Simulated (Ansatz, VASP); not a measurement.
**Al: VASP beside Ansatz**

```
Al
1.0
    -1.67412    1.67412    1.61751
     1.67412   -1.67412    1.61751
     1.56090    1.56090   -1.61751
Al
1
Direct
  0.00000 0.00000 0.00000
```

Change from the starting cell: engineering shear strain xy -0.0700, strain +e along x and -e along y +0.0000.

Alike in both runs: task single point; functional PBE; k mesh 20 × 20 × 20; occupations gaussian, width 0.15 eV; no spin polarisation.

|  | VASP | Ansatz |
| --- | --- | --- |
| version | VASP 6.6.1 | Ansatz 0.2.0 |
| potentials or method | VASP PAW PBE potentials, release 64 (Al) | scalar-relativistic, plane waves, PAW |
| plane-wave cutoff (eV) | 520 | 420 |
| valence electrons in the cell | 3 | 3 |

|  | VASP | Ansatz | Ansatz less VASP |
| --- | --- | --- | --- |
| gap on the k mesh at the Fermi level (eV) | none | none | - |
| pressure (GPa) | 0.5 | 0.5 | +0.02 |
| largest component of the traceless stress (GPa) | 2.86 | 2.87 | +0.007 |

A gap of «none» marks a metal or a gap that the smearing closes. The functional is the same, so the differences come from potentials, cutoffs and numerics.
